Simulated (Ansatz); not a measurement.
## Cu: clamped-ion strain scan

These are results of DFT PBE, scalar-relativistic, plane waves, PAW in Ansatz 0.2.0, not measurements. Settings: plane waves to 420 eV, k-mesh 22×22×22 (Γ-centred), Gaussian smearing 0.15 eV. No spin polarisation. Energies are free energies at this smearing, counted from the undisturbed cell; pressure is positive in compression.

Reference structure (as given, not relaxed at this level; it stands at 1.8 GPa):

```yaml
crystal:
  lattice:
    - [0.00000, 1.80750, 1.80750]
    - [1.80750, 0.00000, 1.80750]
    - [1.80750, 1.80750, 0.00000]
  atoms:
    - { symbol: Cu, position: [0.00000, 0.00000, 0.00000] }
```

The cell is strained by ε times the Voigt pattern (1, 1, 0, 0, 0, 0) (xx, yy, zz, yz, xz, xy; engineering shear) with fractional coordinates fixed. The cell is metallic on the mesh throughout.

```csv
ε,ΔE (meV/atom)
-0.0200,15.3
-0.0150,9.5
-0.0100,5.0
-0.0050,1.9
0.0000,0.0
0.0050,-0.7
0.0100,-0.4
0.0150,1.1
0.0175,2.2
0.0200,3.6
```

(1) Predict the stress summed along the pattern (GPa, tension positive) at each point.

Answers

(1)
| ε | stress summed along the pattern (GPa, tension positive) |
| --- | --- |
| -0.0200 | -17.96 |
| -0.0150 | -14.04 |
| -0.0100 | -10.34 |
| -0.0050 | -6.85 |
| 0.0000 | -3.55 |
| 0.0050 | -0.45 |
| 0.0100 | 2.48 |
| 0.0150 | 5.25 |
| 0.0175 | 6.57 |
| 0.0200 | 7.86 |